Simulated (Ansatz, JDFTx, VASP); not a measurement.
Al: programs and potentials compared

The starting cell:

```
Al
1.0
     0.00000    2.02481    2.02481
     2.02481    0.00000    2.02481
     2.02481    2.02481    0.00000
Al
1
Direct
  0.00000 0.00000 0.00000
```

Alike in all runs: task relaxation of cell and atoms; functional PBEsol; k mesh 11 × 11 × 11; occupations fermi-dirac, width 0.05 eV; no spin polarisation; no spin-orbit coupling.

```tsv
program and potentials	plane-wave cutoff (eV)	notes	equilibrium volume (Å³/atom)
Ansatz, Ansatz PAW	420	potentials made for PBE, which Ansatz adapts in part	16.21
Ansatz, all-electron LAPW, scalar-relativistic	-	-	16.21
VASP, PBE PAW files Al, 600 eV	600	potentials made for PBE	16.22
JDFTx, PseudoDojo-SR-PBEsol-0.4.1-standard	544	-	16.18
```

The equilibrium volume spans 16.18 (JDFTx, PseudoDojo-SR-PBEsol-0.4.1-standard) to 16.22 Å³/atom (VASP, PBE PAW files Al, 600 eV), with all-electron results at 16.21. Relaxations stop with a little pressure left, so the last digit of a volume isn't settled.

The functional is the same throughout but for its coding, so the spread measures potentials, basis and numerics; runs on potential files found faulty are left out.
